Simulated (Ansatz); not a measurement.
# Os: the cost of one run

Computed with Ansatz 0.2.0 (DFT PBE, scalar-relativistic, unless a step's input says otherwise).

## (1) Starting point

The structure is hexagonal, space group P6_3/mmc (No. 194). The conventional cell has a = 2.734 Å, b = 2.734 Å, c = 4.320 Å, α = 90.00°, β = 90.00°, γ = 120.00°. Os (site symmetry -6m2) has 12 Os at 2.68 to 2.73 Å as nearest neighbours.

Structure file:

```
Os
1.0
     2.73410    0.00000    0.00000
    -1.36705    2.36780    0.00000
     0.00000    0.00000    4.31970
Os
2
Direct
  0.33333 0.66667 0.25000
  0.66667 0.33333 0.75000
```

Atoms are numbered in the order of the input: Os1, Os2.

## (2) After the deformation

Space group P6_3/mmc before, P6_3/mmc after.

## (3) Full-potential LAPW

Contents of input.yaml:

```yaml
crystal:
  lattice:
    - [2.7340999755, 0.0, 0.0]
    - [-1.3670499878, 2.3678000353, 0.0]
    - [0.0, 0.0, 4.233306]
  atoms:
    - { symbol: Os, position: [0.3333333333, 0.6666666667, 0.25] }
    - { symbol: Os, position: [0.6666666667, 0.3333333333, 0.75] }
kpoints:
  mp_grid: { grid: [15, 15, 9] }
  band_path:
    path:
      - [0.0, 0.0, 0.0]
      - [0.5, 0.0, 0.0]
      - [0.3333333333, 0.3333333333, 0.0]
      - [0.0, 0.0, 0.0]
      - [0.0, 0.0, 0.5]
      - [0.5, 0.0, 0.5]
      - [0.3333333333, 0.3333333333, 0.5]
      - [0.0, 0.0, 0.5]
      - [0.5, 0.0, 0.5]
    npoints: 5
scf:
  occupations: { method: fermi_dirac, width: 0.05 }
hamiltonian:
  xc: pbe
  pseudopotentials: { kind: all_electron, lapw: { basis_error: 0.0005 } }
output:
  forces: true
  stress: true
  eigenvalues: true
```

Run with:

```
$ ansatz run input.yaml --threads 1 --pin off --max-ram 3072MiB --backend cpu --events-out ev --progress --plain --runs-dir out
```

Q: Estimate wall time and peak memory on 1 thread of Intel Xeon 6975P-C (Granite Rapids), shared host.

About 37 s, with a peak of 0.76 GiB.
